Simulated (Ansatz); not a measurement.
Space group P6_3/mmc (No. 194). a = 2.565 Å, b = 2.565 Å, c = 4.201 Å, α = 90.00°, β = 90.00°, γ = 120.00°
```csv
atom,site,symmetry,x,y,z
Cu,2c,-6m2,0.6667,0.3333,0.7500
```

Equation of state of this Cu structure (not necessarily the ground state), with shape and atoms relaxed at each volume where symmetry leaves them free. It has no gap at any of these volumes. Theory: DFT PBE, scalar-relativistic, plane waves, PAW in Ansatz 0.2.0.

Plane waves to 420 eV, a k mesh through Γ of 24×24×14 on the computed 2-atom cell and Gaussian smearing (0.10 eV); no spin polarisation.

| V (Å³/atom) | E − E(largest V) (meV/atom) | P (GPa) |
| --- | --- | --- |
| 10.532 | 54.20 | 24.66 |
| 10.892 | 8.09 | 16.73 |
| 11.251 | -21.78 | 10.12 |
| 11.610 | -38.09 | 4.61 |
| 11.969 | -43.07 | 0.00 |
| 12.328 | -38.62 | -3.83 |
| 12.687 | -26.33 | -7.02 |
| 13.166 | 0.00 | -10.45 |

**Question.** Fit a third-order Birch–Murnaghan equation, E = E0 + (9V0B0/16)·[(x − 1)³B0' + (x − 1)²(6 − 4x)] with x = (V0/V)^(2/3), to E(V).

**Answer.** V0 = 11.97 Å³/atom, B0 = 140 GPa, B0' = 5.1.

The cell was found from a structure generator's guess, not taken from experiment.
